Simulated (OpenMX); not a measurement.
Crystal: InP.

```
CELL_PARAMETERS angstrom
0.00000 2.93050 2.93050
2.93050 0.00000 2.93050
2.93050 2.93050 0.00000
ATOMIC_POSITIONS crystal
In 0.00000 0.00000 0.00000
P 0.75000 0.75000 0.75000
```

Base run:

```yaml
Program: OpenMX 3.8.5
Functional: PBE
Potentials_or_basis: OpenMX 2013 PBE set, In7.0-s3p2d2, P7.0-s2p2d1f1, grid cutoff 500 Ry
k_mesh: 9 × 9 × 9
Occupations: fermi-dirac, width 0.05 eV
Spin: no spin polarisation
```

Its results: band gap on the k mesh 0.87 eV, direct; pressure 4.9 GPa.

The run is repeated on the same cell with these changes: potentials or basis from OpenMX 2013 PBE set, In7.0-s3p2d2, P7.0-s2p2d1f1, grid cutoff 500 Ry to OpenMX 2013 PBE set, In7.0-s3p2d2f1, P7.0-s3p2d2f1, grid cutoff 500 Ry. What comes out?

Band gap on the k mesh 0.78 eV, direct; pressure 4.3 GPa.

Caveats: spin-orbit coupling is left out, which moves the levels of the heavy elements; the basis of atomic orbitals isn't converged, which shifts pressures, moduli and gaps.
